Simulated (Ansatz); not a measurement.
# CdS (Fm-3m) in Ansatz: a series of runs

The runs below take CdS through single point, with B3LYP+D4, PBEsol+D4.

All numbers are computed with Ansatz 0.2.0; they aren't measurements. Logs are shortened: lines on timing, memory, paths and dates and some standing lists are left out, and cuts for length are marked.

## 1. The structure

It takes space group Fm-3m (No. 225, cubic). Conventional cell: a = 5.506 Å, b = 5.506 Å, c = 5.506 Å, α = 90.00°, β = 90.00°, γ = 90.00°. Around Cd (site symmetry m-3m) lie 6 S at 2.75 Å. S (site symmetry m-3m) has 6 Cd at 2.75 Å as nearest neighbours.

Measurements of this composition are mostly on another form, of space group No. 186.

## 2. Single point, B3LYP+D4

Contents of run.py:

```python
import json

import ase.io
import numpy as np
import spglib

import ansatz as az

atoms = ase.io.read("CdS.cif")
cell, frac, numbers = spglib.find_primitive((atoms.cell[:], atoms.get_scaled_positions(), atoms.numbers), symprec=1e-5)
atoms = ase.Atoms(numbers, cell=cell, scaled_positions=frac, pbc=True)

calculation = (
    az.Crystal.from_ase(atoms)
    .calculation()
    .kpoints(5, 5, 5)
    .functional("b3lyp", dispersion="d4")
    .pseudopotentials(kind="paw")
    .occupations(method="fixed")
    .density()
    .potential()
    .output_files(volumetric_format="npy")
    .electron_localization_function()
    .forces()
    .stress()
    .band_table(publish=True)
)
outcome = calculation.run(threads=2, events_out="events.jsonl")

report = outcome.report
for line in open("events.jsonl"):
    event = json.loads(line)
    if event["event"] == "scf_iter":
        d = event["data"]
        print(f"SCF {d['iter']:3d}  HF = {d['harris_foulkes_ev']:.6f} eV  dr2 = {d['dr2_ev']:.2e} eV")
    elif event["event"] in ("relax_step", "md_step"):
        d = event["data"]
        print(f"{event['event']} {d['step']:3d}  E = {d['lagrangian_ev']:.6f} eV")
np.set_printoptions(precision=5, suppress=True, linewidth=110)
print("converged:", report["converged"], "after", report["n_iterations"], "iterations")
print(f"free energy {report['free_energy_ev']:.6f} eV, Fermi level {report['fermi_energy_ev']:.4f} eV")
for key in ("band_edges_ev", "magnetization_mub", "site_moments_mub", "site_moments_nc_mub", "forces_ev_ang",
                "stress_gpa", "kpoints_frac", "eigenvalues_ev"):
    if report.get(key) is not None:
        print(key, np.array(report[key]), sep="\n")
```

Contents of CdS.cif:

```cif
data_CdS
_cell_length_a 5.50648800
_cell_length_b 5.50648800
_cell_length_c 5.50648800
_cell_angle_alpha 90.00000000
_cell_angle_beta 90.00000000
_cell_angle_gamma 90.00000000
_space_group_name_H-M_alt 'Fm-3m'
_space_group_name_Hall '-F 4 2 3'
_space_group_IT_number 225
loop_
_space_group_symop_operation_xyz
'x,y,z'
'-x,-y,-z'
'-y,x,z'
'y,-x,-z'
'-x,-y,z'
'x,y,-z'
'y,-x,z'
'-y,x,-z'
'x,-y,-z'
'-x,y,z'
'-y,-x,-z'
'y,x,z'
'-x,y,-z'
'x,-y,z'
'y,x,-z'
'-y,-x,z'
'z,x,y'
'-z,-x,-y'
'z,-y,x'
'-z,y,-x'
'z,-x,-y'
'-z,x,y'
'z,y,-x'
'-z,-y,x'
'-z,x,-y'
'z,-x,y'
'-z,-y,-x'
'z,y,x'
'-z,-x,y'
'z,x,-y'
'-z,y,x'
'z,-y,-x'
'y,z,x'
'-y,-z,-x'
'x,z,-y'
'-x,-z,y'
'-y,z,-x'
'y,-z,x'
'-x,z,y'
'x,-z,-y'
'-y,-z,x'
'y,z,-x'
'-x,-z,-y'
'x,z,y'
'y,-z,-x'
'-y,z,x'
'x,-z,y'
'-x,z,-y'
'x,y+1/2,z+1/2'
'-x,-y+1/2,-z+1/2'
'-y,x+1/2,z+1/2'
'y,-x+1/2,-z+1/2'
[... 63 lines left out ...]
'-z+1/2,y,-x+1/2'
'z+1/2,-x,-y+1/2'
'-z+1/2,x,y+1/2'
'z+1/2,y,-x+1/2'
'-z+1/2,-y,x+1/2'
'-z+1/2,x,-y+1/2'
'z+1/2,-x,y+1/2'
'-z+1/2,-y,-x+1/2'
'z+1/2,y,x+1/2'
'-z+1/2,-x,y+1/2'
'z+1/2,x,-y+1/2'
'-z+1/2,y,x+1/2'
'z+1/2,-y,-x+1/2'
'y+1/2,z,x+1/2'
'-y+1/2,-z,-x+1/2'
'x+1/2,z,-y+1/2'
'-x+1/2,-z,y+1/2'
'-y+1/2,z,-x+1/2'
'y+1/2,-z,x+1/2'
'-x+1/2,z,y+1/2'
'x+1/2,-z,-y+1/2'
'-y+1/2,-z,x+1/2'
'y+1/2,z,-x+1/2'
'-x+1/2,-z,-y+1/2'
'x+1/2,z,y+1/2'
'y+1/2,-z,-x+1/2'
'-y+1/2,z,x+1/2'
'x+1/2,-z,y+1/2'
'-x+1/2,z,-y+1/2'
'x+1/2,y+1/2,z'
'-x+1/2,-y+1/2,-z'
'-y+1/2,x+1/2,z'
'y+1/2,-x+1/2,-z'
'-x+1/2,-y+1/2,z'
'x+1/2,y+1/2,-z'
'y+1/2,-x+1/2,z'
'-y+1/2,x+1/2,-z'
'x+1/2,-y+1/2,-z'
'-x+1/2,y+1/2,z'
'-y+1/2,-x+1/2,-z'
'y+1/2,x+1/2,z'
'-x+1/2,y+1/2,-z'
'x+1/2,-y+1/2,z'
'y+1/2,x+1/2,-z'
'-y+1/2,-x+1/2,z'
'z+1/2,x+1/2,y'
'-z+1/2,-x+1/2,-y'
'z+1/2,-y+1/2,x'
'-z+1/2,y+1/2,-x'
'z+1/2,-x+1/2,-y'
'-z+1/2,x+1/2,y'
'z+1/2,y+1/2,-x'
'-z+1/2,-y+1/2,x'
'-z+1/2,x+1/2,-y'
'z+1/2,-x+1/2,y'
'-z+1/2,-y+1/2,-x'
'z+1/2,y+1/2,x'
'-z+1/2,-x+1/2,y'
'z+1/2,x+1/2,-y'
'-z+1/2,y+1/2,x'
'z+1/2,-y+1/2,-x'
'y+1/2,z+1/2,x'
'-y+1/2,-z+1/2,-x'
'x+1/2,z+1/2,-y'
'-x+1/2,-z+1/2,y'
'-y+1/2,z+1/2,-x'
'y+1/2,-z+1/2,x'
'-x+1/2,z+1/2,y'
'x+1/2,-z+1/2,-y'
'-y+1/2,-z+1/2,x'
'y+1/2,z+1/2,-x'
'-x+1/2,-z+1/2,-y'
'x+1/2,z+1/2,y'
'y+1/2,-z+1/2,-x'
'-y+1/2,z+1/2,x'
'x+1/2,-z+1/2,y'
'-x+1/2,z+1/2,-y'
loop_
_atom_site_label
_atom_site_type_symbol
_atom_site_symmetry_multiplicity
_atom_site_Wyckoff_symbol
_atom_site_fract_x
_atom_site_fract_y
_atom_site_fract_z
_atom_site_occupancy
Cd1 Cd 4 a 0.0000000000 0.0000000000 0.0000000000 1
S1 S 4 b 0.5000000000 0.0000000000 0.0000000000 1
```

Potentials or basis: Ansatz PAW.

The run is started by

```
python run.py
```

Output:

```text
DeckWarning: basis.ecutwfc = 420 eV, auto-derived from the records' recommended cutoffs: set by Cd (normal level)
DeckWarning: output.stress: scf.convergence.dr2_threshold = 1e-7 eV (the SCF's general default) is looser than the 2e-10 eV advised for a printed stress (1e-10 eV for each atom of the cell: 2). What an SCF threshold leaves in a stress goes as its square root, and in the free energy as the threshold itself, and one threshold admits the most on a small cell: of the crystals measured, under no hybrid functional and no lock of the mo [...]
DeckWarning: output.stress: scf.exx.energy_threshold = 1e-6 eV is looser than the 2e-8 eV advised for a stress under a hybrid functional (1e-8 eV for each atom of the cell: 2). Every SCF of the exchange loop can meet its threshold on dr2 while the loop round them stops early: no threshold on dr2 bounds what that leaves in the stress. Set scf.exx.energy_threshold to 2e-8 eV or tighter. The threshold is the loop's pass mark: a loop [...]
PlacementWarning: RAYON_NUM_THREADS=2 ignored (pool sized by the plan → 2); use plan(threads=…)
SCF   1  HF = -9173.633296 eV  dr2 = 3.73e-02 eV
SCF   2  HF = -9173.622238 eV  dr2 = 3.19e-03 eV
SCF   3  HF = -9173.621238 eV  dr2 = 1.82e-04 eV
SCF   4  HF = -9173.621250 eV  dr2 = 1.52e-05 eV
SCF   1  HF = -9177.505789 eV  dr2 = 1.01e-02 eV
SCF   2  HF = -9177.503313 eV  dr2 = 2.06e-03 eV
SCF   3  HF = -9177.510191 eV  dr2 = 7.55e-04 eV
SCF   4  HF = -9177.510020 eV  dr2 = 4.36e-05 eV
SCF   5  HF = -9177.510153 eV  dr2 = 7.26e-06 eV
SCF   1  HF = -9177.510188 eV  dr2 = 3.03e-07 eV
SCF   2  HF = -9177.510188 eV  dr2 = 1.25e-07 eV
SCF   3  HF = -9177.510188 eV  dr2 = 3.25e-08 eV
SCF   4  HF = -9177.510188 eV  dr2 = 1.90e-08 eV
SCF   5  HF = -9177.510188 eV  dr2 = 1.68e-09 eV
converged: True after 14 iterations
free energy -9177.510188 eV, Fermi level 8.8152 eV
band_edges_ev
[ 8.81517 10.78435]
magnetization_mub
0.0
forces_ev_ang
[[-0. -0. -0.]
 [ 0. -0. -0.]]
stress_gpa
[[-2.91587  0.      -0.     ]
 [ 0.      -2.91587 -0.     ]
 [-0.       0.      -2.91587]]
kpoints_frac
[[ 0.   0.   0. ]
 [ 0.   0.   0.2]
 [ 0.   0.   0.4]
 [ 0.   0.2  0.2]
 [ 0.   0.2  0.4]
 [ 0.   0.2 -0.4]
 [ 0.   0.2 -0.2]
 [ 0.   0.4  0.4]
 [ 0.   0.4 -0.4]
 [ 0.2  0.4 -0.4]]
eigenvalues_ev
[[-97.00498 -56.99945 -56.99945 -56.99945  -4.88255   0.0432    0.0432    0.06423   0.06423   0.06423
    8.077     8.077     8.077    10.91966  19.67774  19.67774  19.67774]
 [-97.00492 -56.99988 -56.99947 -56.99947  -4.5465   -0.0524   -0.0524    0.03335   0.12483   0.12483
    5.94442   8.3039    8.3039   12.98129  17.59274  18.4246   18.4246 ]
 [-97.00491 -57.00065 -56.99957 -56.99957  -3.87454  -0.20392  -0.20392  -0.07826   0.22885   0.22885
    3.9836    8.72013   8.72013  13.86191  16.48282  16.48282  17.02185]
 [-97.00494 -56.99983 -56.99959 -56.99959  -4.48477  -0.08343   0.01765   0.0767    0.13215   0.13215
    6.44732   7.61424   7.61424  13.41471  16.80962  17.85421  19.42965]
 [-97.0049  -57.00035 -56.99967 -56.99965  -4.04113  -0.02961  -0.01216  -0.00336   0.23377   0.24358
    4.76692   7.59239   7.62237  13.2396   16.26924  17.84426  18.55525]
 [-97.0049  -57.00053 -56.99987 -56.9996   -3.79956  -0.16197  -0.05713   0.05246   0.24354   0.33727
    4.13877   6.91518   8.32541  13.93005  15.74849  17.23983  18.46879]
 [-97.00491 -57.00022 -56.99977 -56.99948  -4.14442  -0.16272  -0.08658   0.03651   0.15798   0.24749
    5.10389   7.0088    8.81517  14.78273  15.7968   17.14069  17.52582]
 [-97.00488 -57.00034 -56.99971 -56.99971  -4.06127  -0.05805   0.13159   0.2781    0.2781    0.64494
    4.94327   6.79937   6.79937  10.78435  16.61862  19.55114  21.02878]
 [-97.00488 -57.00034 -56.99994 -56.99969  -3.93012  -0.03316   0.02938   0.22878   0.28866   0.85167
    4.88867   5.5311    7.15151  11.67702  16.90679  19.4673   19.81658]
 [-97.00488 -57.0003  -56.99999 -56.99968  -3.8831   -0.07708   0.02992   0.11388   0.27869   0.61811
    4.85      6.03684   6.96535  13.28787  16.74232  17.57029  19.00643]]
```

It took 10 s on 2 threads of Arm Neoverse V2, shared host; peak memory 0.95 GiB.

Results:

```yaml
Free_energy: -9177.5102 eV
Pressure: -2.9 GPa
Band_gap_on_the_k_mesh: 1.97 eV, indirect (least direct gap 2.84 eV)
```

Caveat: the potentials were made for another functional, which shifts forces and pressure; odd divisions of the mesh miss points on the zone boundary, where band edges often lie, so the gap on the mesh can be too wide; the thresholds are loose for stress. A k mesh can miss the band edges.

(Part 1 of 2 ends here.)
